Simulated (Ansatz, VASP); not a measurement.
CuCl: VASP beside Ansatz

```
Cu Cl
1.0
     0.00000    2.71010    2.71010
     2.71010    0.00000    2.71010
     2.71010    2.71010    0.00000
Cu Cl
1 1
Direct
  0.00000 0.00000 0.00000
  0.75000 0.75000 0.75000
```

Alike in both runs: task relaxation of cell and atoms; functional PBE; k mesh 12 × 12 × 12; occupations gaussian, width 0.02 eV; no spin polarisation.

```csv
,VASP,Ansatz
version,VASP 6.6.1,Ansatz 0.2.0
potentials or method,"VASP PAW PBE potentials, release 64 (Cu, Cl)","scalar-relativistic, plane waves, PAW"
plane-wave cutoff (eV),600,420
valence electrons in the cell,18,26
```

|  | VASP | Ansatz | Ansatz less VASP |
| --- | --- | --- | --- |
| gap on the k mesh at the Fermi level, each at its own relaxed structure (eV) | 0.53 | 0.53 | +0.001 |
| relaxed volume (Å³/atom) | 19.99 | 19.92 | -0.072 |
| relaxed cell length with the largest relative difference (Å) | 3.838 | 3.834 | -0.0046 |

The two sets of potentials don't hold the same shells in valence.

A k mesh can miss the band edges. As with any semilocal functional, this PBE gap is likely too small. Zero-point motion and thermal expansion aren't in these numbers.
